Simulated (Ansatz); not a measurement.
# KF/MgS: short-period superlattices, part 4 of 4

How do the layer thicknesses change the gap of KF/MgS? The crystals are KF rock salt(001) and MgS rock salt(001), on a common net of side 3.833 Å (+0.0 % and +3.6 % against typed lattice constants near PBE's). Layer spacings come from each crystal relaxed along the normal on that net, and the joins take the mean spacing. The stacks are then relaxed. The first steps treat the bulk crystals alone.

Ansatz 0.2.0; PBE DFT, plane waves, PAW files (the session's first sound run).

So far, gap on path (eV): step 3 (band edges, strain 0.0001, crystal KF rock salt(001)) 5.96; step 5 (the bulk crystal and its band edges, strain 0.0365, crystal MgS rock salt(001)) 2.43; step 7 (band edges of the superlattice, atomic layers of each crystal 1×4) 2.51; step 10 (band edges of the superlattice, atomic layers of each crystal 1×3) 2.34.

### 13. Band edges of the superlattice, atomic layers of each crystal 4×4

Another period, with its own band edges.

Contents of input.yaml:

```yaml
crystal:
  lattice:
    - [3.833, 0.0, 0.0]
    - [0.0, 3.833, 0.0]
    - [0.0, 0.0, 21.0843778306]
  atoms:
    - { symbol: F, position: [0.0, 0.0, -0.0088540696] }
    - { symbol: K, position: [0.5, 0.5, 0.0064405637] }
    - { symbol: F, position: [0.5, 0.5, 0.1324958513] }
    - { symbol: K, position: [0.0, 0.0, 0.1276822084] }
    - { symbol: F, position: [0.0, 0.0, 0.253063801] }
    - { symbol: K, position: [0.5, 0.5, 0.2578774439] }
    - { symbol: F, position: [0.5, 0.5, 0.3944137219] }
    - { symbol: K, position: [0.0, 0.0, 0.3791190886] }
    - { symbol: S, position: [0.0, 0.0, 0.5136056861] }
    - { symbol: Mg, position: [0.5, 0.5, 0.5098528906] }
    - { symbol: S, position: [0.5, 0.5, 0.6316090638] }
    - { symbol: Mg, position: [0.0, 0.0, 0.63324129] }
    - { symbol: S, position: [0.0, 0.0, 0.7539505885] }
    - { symbol: Mg, position: [0.5, 0.5, 0.7523183623] }
    - { symbol: S, position: [0.5, 0.5, 0.8719539662] }
    - { symbol: Mg, position: [0.0, 0.0, 0.8757067617] }
kpoints:
  mp_grid: { grid: [6, 6, 2] }
  band_path: { path: [VBM, CBM], npoints: 24 }
scf:
  occupations: { method: fixed }
  max_iter: 120
hamiltonian:
  xc: pbe
output:
  eigenvalues: true
  write_potential: true
  write_density: true
  volumetric_format: npy
```

Launch:

```
> ansatz run input.yaml --threads 4 --pin off --max-ram 8192MiB --backend cpu --events-out ev --progress --plain --runs-dir out
```

Numbers of over 12 decimals in the logs are rounded to 6 here.

Output:

```text
[...]
Crystal: 16 atoms, lattice volume = 309.769 Å³
Basis set: ecut = 420 eV, 6095 PW (Γ)
Bands: 80, of which v1, the nominal top of the filled ones, is band 64 counted from 1 (63 counted from 0)
Symmetry: 16 space group operations
[...]
k-points: 20 of 72
[...]
--- Band table (eV; the first three rows and the last of 20) ---
  k-point 0: bands = [... 60 lower, 4.7781, 4.7781, 5.3558, 5.3558, 7.4330, 8.2230, 8.3804, 8.5309, ... 12 higher]
  k-point 1: bands = [... 60 lower, 4.7781, 4.7781, 5.3557, 5.3557, 7.4899, 7.9990, 8.3752, 8.9678, ... 12 higher]
  k-point 2: bands = [... 60 lower, 4.8198, 4.8783, 5.0405, 5.3277, 7.9313, 8.6264, 9.0232, 9.1116, ... 12 higher]
  k-point 19: bands = [... 60 lower, 3.8973, 3.8973, 3.9477, 3.9477, 8.2955, 8.2955, 9.5730, 9.5730, ... 12 higher]
[key lines of the parts left out:]
SCF converged after 9 iterations
Free energy (F): -20709.369697 eV
Fermi energy:    5.355757 eV
```

The job ended after 38 s (4 threads of Arm Neoverse V2, shared host; peak memory 0.99 GiB; 2.4 min of CPU time).

Electronic bands along the path, in eV, zero at the Fermi level (highest filled level under fixed occupations); v1 is the highest filled band, c1 the lowest empty one:

```csv
point,v4,v3,v2,v1,c1,c2,c3,c4
VBM,-0.58,-0.58,0.00,0.00,2.08,2.87,3.02,3.18
halfway,-0.58,-0.58,0.00,0.00,2.08,2.87,3.02,3.18
CBM,-0.58,-0.58,0.00,0.00,2.08,2.87,3.02,3.18
```

The searched edges give 2.08 eV, as on the mesh.

For the gap on path, step 7 gave 2.51 eV; this run, with 16 atoms and atomic layers of each crystal 4×4, gives 2.08 eV.

### 14. Minibands and complex bands along the stacking, atomic layers of each crystal 4×4

This step: PBE DFT, plane waves, PAW files; complex bands by layer matching along the plane's normal (Ansatz 0.2.0).

The whole cell is now the period, so open channels are minibands and Im kz is the decay through the stack.

Edit input.yaml of step 13 so:

```diff
@@ -24,3 +24,2 @@
   mp_grid: { grid: [6, 6, 2] }
-  band_path: { path: [VBM, CBM], npoints: 24 }
 scf:
@@ -32,4 +31,6 @@
   eigenvalues: true
-  write_potential: true
-  write_density: true
-  volumetric_format: npy
+  transmission:
+    leads: [[0, 0]]
+    kpoints: [[0.0, 0.0], [0.5, 0.0]]
+    e_range: [-1.5, 3.58]
+    de: 0.07
```

Output:

```text
[...]
Crystal: 16 atoms, lattice volume = 309.769 Å³
Basis set: ecut = 420 eV, 6095 PW (Γ)
Bands: 80, of which v1, the nominal top of the filled ones, is band 64 counted from 1 (63 counted from 0)
Symmetry: 16 space group operations
[...]
k-points: 20 of 72
[...]
k-point 2: bands = [... 60 lower, 4.8198, 4.8783, 5.0405, 5.3277, 7.9313, 8.6264, 9.0232, 9.1116, ... 12 higher]
  k-point 19: bands = [... 60 lower, 3.8973, 3.8973, 3.9477, 3.9477, 8.2955, 8.2955, 9.5730, 9.5730, ... 12 higher]
--- Transmission ---
  basis      : 137 plane waves across, 31 finite elements along
  points     : 2, as listed
[...]
channels       : 0.000000e0 a spin
[...]
slowest decay  : 0.2813 /Å at (0.0000, 0.0000)
[key lines of the parts left out:]
SCF converged after 9 iterations
Free energy (F): -20709.369697 eV
Fermi energy:    5.355757 eV
```

It took 29 s on 4 threads; peak memory 0.95 GiB; 82 s of CPU time.

Lower lead, k parallel (0, 0); values up to 0.8547 1/Å, a degenerate pair printed once or twice; energies at which all values exceed this have no row. Table of Im kz of the slowest decaying states by energy, zero at the highest filled level on the SCF mesh:

```csv
energy (eV),decay 1 (Å⁻¹),decay 2 (Å⁻¹),decay 3 (Å⁻¹),decay 4 (Å⁻¹)
-1.50,0.186,0.428,0.637,-
-1.29,0.224,0.470,0.634,-
-1.08,0.231,0.470,0.630,-
-0.87,0.215,0.498,0.625,-
-0.66,0.454,0.620,-,-
-0.52,0.209,0.438,0.616,-
-0.31,0.256,0.499,0.609,-
-0.10,0.279,0.480,0.601,-
-0.03,0.284,0.431,0.598,-
0.11,0.292,0.506,0.592,-
0.32,0.298,0.571,0.583,-
0.53,0.298,0.573,0.605,-
0.74,0.294,0.562,0.627,-
0.95,0.285,0.550,0.642,-
1.09,0.277,0.542,0.650,-
1.30,0.259,0.528,0.658,-
1.51,0.234,0.514,0.664,-
1.72,0.198,0.498,0.667,-
1.93,0.140,0.481,0.668,0.840
2.14,0.0279,0.461,0.667,0.803
2.35,0.0929,0.439,0.665,0.765
2.56,0.0615,0.411,0.661,0.724
2.70,0.386,0.657,0.695,-
2.91,0.0297,0.324,0.649,0.651
3.12,0.0287,0.309,0.598,0.644
3.33,0.349,0.543,0.635,-
3.54,0.358,0.479,0.625,-
```

At the listed wavevectors the last open channel is at -0.66 eV and the next at +2.70 eV on the grid, wider than the gap, since narrow bands can fall between grid energies. At +1.02 eV, the grid energy nearest the filling level (the middle of the gap on the SCF mesh), the slowest state at the listed wavevectors decays with κ = 0.281 Å⁻¹, its amplitude falling by e over 3.6 Å.

### 15. Summary of results

```
gap, 1+4 layers                                    : 2.51 eV
gap, 1+3 layers                                    : 2.34 eV
gap, 4+4 layers                                    : 2.08 eV
least decay at +1.22 eV, listed points, 1+4 layers : 0.264 Å⁻¹
least decay at +1.14 eV, listed points, 1+3 layers : 0.271 Å⁻¹
least decay at +1.02 eV, listed points, 4+4 layers : 0.281 Å⁻¹
```

The gap is smallest for 4+4 layers and largest for 1+4, a spread of 0.43 eV (2.08 to 2.51 eV). Only the first crystal's layer differs between these two. Thickening the first crystal alone, from 1 to 4 planes, takes the gap from 2.51 to 2.08 eV. A semilocal functional narrows gaps.

[Logs are printed without paths, hosts, clocks, repeated set-up lines and the standing remarks that a program may print on its own settings, such as how far it seeks lower states.]

[Hosts, paths, dates, database ids (printed as entryN), source tags and the programs' standing remarks are cut or masked in the printed files.]
